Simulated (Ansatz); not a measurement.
# BN: a closer look at a trial structure

The task, for BN: see whether it has a gap, which orbitals make up the states near it and how charge is shared.

Computed with Ansatz 0.2.0 (DFT PBE, scalar-relativistic, plane waves, PAW, unless a step's input says otherwise).

1 further run of the same task is left out (set aside as unsound or not needed).

## (1) The system as given

Symmetry: I4_1md, No. 109, tetragonal system. Conventional cell: a = 2.616 Å, b = 2.616 Å, c = 8.694 Å, α = 90.00°, β = 90.00°, γ = 90.00°. Around B (site symmetry 2mm) lie 3 N at 1.48 to 1.49 Å. Around N (site symmetry 2mm) lie 3 B at 1.48 to 1.49 Å.

As a file:

```xyz
4
Lattice="-1.3078 1.3078 4.3471 1.3078 -1.3078 4.3471 1.3078 1.3078 -4.3471" Properties=species:S:1:pos:R:3 pbc="T T T"
B     0.0000    0.0000    5.0927
B     1.3078    0.0000    2.9192
N     0.0000    0.0000    3.6014
N     1.3078    0.0000    1.4279
```

It is the end of an earlier relaxation with the same method, from a generated guess; it needn't be the stable form of this composition. At a tolerance of 0.05 Å it has space group I4_1md (No. 109); it has 7.44 Å³/atom, an uncorrected energy of -0.72 eV/atom over the elements.

## (2) Static run: bands, density of states and charges

Contents of input.yaml:

```yaml
crystal:
  lattice:
    - [-1.3078457971, 1.3078457971, 4.3470768966]
    - [1.3078457971, -1.3078457971, 4.3470768966]
    - [1.3078457971, 1.3078457971, -4.3470768966]
  atoms:
    - { symbol: B, position: [0.5857641412, 0.5857641412, 0.0] }
    - { symbol: B, position: [0.3357641412, 0.8357641412, 0.5] }
    - { symbol: "N", position: [0.4142358588, 0.4142358588, 0.0] }
    - { symbol: "N", position: [0.1642358588, 0.6642358588, 0.5] }
basis:
  ecutwfc: 420
kpoints:
  mp_grid: { grid: [24, 24, 24] }
  band_path:
    path:
      - [[0.0, 0.0, 0.0], [0.0, 0.0, 0.5], [0.25, 0.25, 0.25], [0.0, 0.5, 0.0], [0.0, 0.0, 0.0], [0.5, 0.5, -0.5], [0.27262864, 0.72737136, -0.27262864]]
      - [[-0.27262864, 0.27262864, 0.27262864], [0.0, 0.0, 0.0]]
      - [[0.0, 0.0, 0.5], [-0.04525728, 0.04525728, 0.5]]
      - [[0.5, 0.5, -0.04525728], [0.5, 0.5, -0.5]]
    npoints: 14
hamiltonian:
  xc: pbe
scf:
  occupations: { method: gaussian, width: 0.1 }
  n_extra_bands: 10
output:
  forces: true
  stress: true
  eigenvalues: true
  populations: true
  dos: { projected: true, de: 0.02, nscf_kmesh: { grid: [29, 29, 29] } }
  bader: true
  write_density: true
  write_potential: true
  elf: true
  volumetric_format: npy
```

Run with:

```console
> ansatz run input.yaml --threads 1 --pin off --max-ram 2560MiB --backend cpu --events-out ev --progress --plain --runs-dir out
```

**Question.** What will these runs give? Wanted: gap; states at the Fermi level; Bader charges.

The runs gave:

| quantity | value |
| --- | --- |
| gap | none (metal) |
| states at the Fermi level | 0.61 per eV per cell |
| Bader charges | B +2.16, N -2.16 e |

In words: Bands cross the Fermi level: a metal at this level of theory. Of the projected weight within 0.25 eV of the Fermi level, the largest part is N 2p (61 %) and B 2p (37 %). Charge transfer between the atoms is strong (Bader charges up to 2.2 e). Spin polarisation is off in the runs that give these values; a magnetic solution could lie lower.
